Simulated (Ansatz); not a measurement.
WS₂: relaxation of cell and atoms

The calculation used DFT, PBE, PAW with Ansatz's default frozen-core files, scalar-relativistic in Ansatz 0.2.0.

Command: `ansatz run input.yaml --threads 1 --pin off --max-ram 3072MiB --backend cpu --events-out ev --progress --plain --runs-dir out` The run took 6.3 s on 1 thread of Intel(R) Xeon(R) 6975P-C (Granite Rapids), on a shared host, peak memory 0.41 GiB.

```yaml
crystal:
  lattice:
    - [0.0, 2.7909527271, 2.7909527271]
    - [2.7909527271, 0.0, 2.7909527271]
    - [2.7909527271, 2.7909527271, 0.0]
  atoms:
    - { symbol: W, position: [0.0, 0.0, 0.0] }
    - { symbol: S, position: [0.25, 0.25, 0.25] }
    - { symbol: S, position: [0.75, 0.75, 0.75] }
kpoints:
  mp_grid: { grid: [11, 11, 11] }
scf:
  occupations: { method: fermi_dirac, width: 0.08 }
hamiltonian:
  xc: pbe
  pseudopotentials: { kind: paw }
output:
  forces: true
  stress: true
  write_density: true
  write_potential: true
  elf: true
  volumetric_format: npy
relax:
  f_tol: 0.005
  max_steps: 80
  cell: {}
```

Spin–orbit coupling is left out, though it moves levels of the heavy atoms by tenths of an eV or more.

The cell is built from the fluorite type as a first guess.

The cutoff is 420 eV; energies and pressures of the walk include the program's estimate of the Pulay term.

Each frame lists the cell vectors (Å), then Cartesian positions (Å); symmetry keeps all forces zero. Free energies count from the first step, -12188.2890 eV.

The walk took 5 evaluations in all; steps that aren't listed are left out.

Step 1: E = 0.0 meV, P = 32.44 GPa

```
cell 0.0000 2.7910 2.7910 2.7910 0.0000 2.7910 2.7910 2.7910 0.0000
W     0.0000    0.0000    0.0000
S     1.3955    1.3955    1.3955
S     4.1864    4.1864    4.1864
```

Step 2: E = -630.6 meV, P = 1.61 GPa

```
cell 0.0000 2.9270 2.9270 2.9270 0.0000 2.9270 2.9270 2.9270 0.0000
W     0.0000    0.0000    0.0000
S     1.4635    1.4635    1.4635
S     4.3905    4.3905    4.3905
```

Step 3: E = -633.0 meV, P = 0.37 GPa

```
cell 0.0000 2.9349 2.9349 2.9349 0.0000 2.9349 2.9349 2.9349 0.0000
W     0.0000    0.0000    0.0000
S     1.4674    1.4674    1.4674
S     4.4023    4.4023    4.4023
```

Q: How does the relaxation end?

A: It converges, with a = 5.874 Å, b = 5.874 Å, c = 5.874 Å, α = 90.00°, β = 90.00°, γ = 90.00° (conventional cell, space group Fm-3m). The last solve (on a basis chosen afresh for the final cell, so its energy is not quite comparable) gives E = -634.9 meV, P = 0.02 GPa:
```
cell 0.0000 2.9372 2.9372 2.9372 0.0000 2.9372 2.9372 2.9372 0.0000
W     0.0000    0.0000    0.0000
S     1.4686    1.4686    1.4686
S     4.4058    4.4058    4.4058
```
